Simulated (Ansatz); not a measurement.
Al₂O₃: Quadrupolar parameters

The cell is a computed structure from the Materials Project (it need not be an observed phase), whose atoms a relaxation with PBE at fixed cell left in place.

```
Al O
1.0
     2.40251    1.38709    4.37208
    -2.40251    1.38709    4.37208
     0.00000   -2.77418    4.37208
Al O
4 6
Direct
  0.64790 0.64790 0.64790
  0.85210 0.85210 0.85210
  0.14790 0.14790 0.14790
  0.35210 0.35210 0.35210
  0.44385 0.05615 0.75000
  0.94385 0.25000 0.55615
  0.05615 0.75000 0.44385
  0.75000 0.44385 0.05615
  0.25000 0.55615 0.94385
  0.55615 0.94385 0.25000
```

Atom numbers follow the list; atoms alike are taken as one site, whose name carries the number of the first.

Computed with Ansatz: DFT, PBE, plane waves and PAW, scalar-relativistic, 420 eV cutoff, Γ-centred 8×8×8 k-points, Fermi–Dirac smearing 0.02 eV.

C_Q = eQV_zz/h, which is 24.18 MHz for Q = 1 b and V_zz = 10²¹ V/m²; η = (V_xx − V_yy)/V_zz.

²⁷Al: I = 5/2, Q = 146.6 mb; ¹⁷O: I = 5/2, Q = -25.58 mb. Nuclear quadrupole moments: year-2017 set (Pyykkö).

| site | atoms (order as listed) | first shell | V_zz (10²¹ V/m²) | η | C_Q (MHz) |
| --- | --- | --- | --- | --- | --- |
| Al | 1, 2, 3, 4 | 6 O at 1.87–1.99 Å | 0.54 | 0.00 | 1.90 |
| O | 5, 6, 7, 8, 9, 10 | 4 Al at 1.87–1.99 Å; also 2 Al at 3.25 Å | -4.00 | 0.52 | 2.47 |

An axis of threefold or higher order runs through Al, so V_zz lies along it and η is zero.
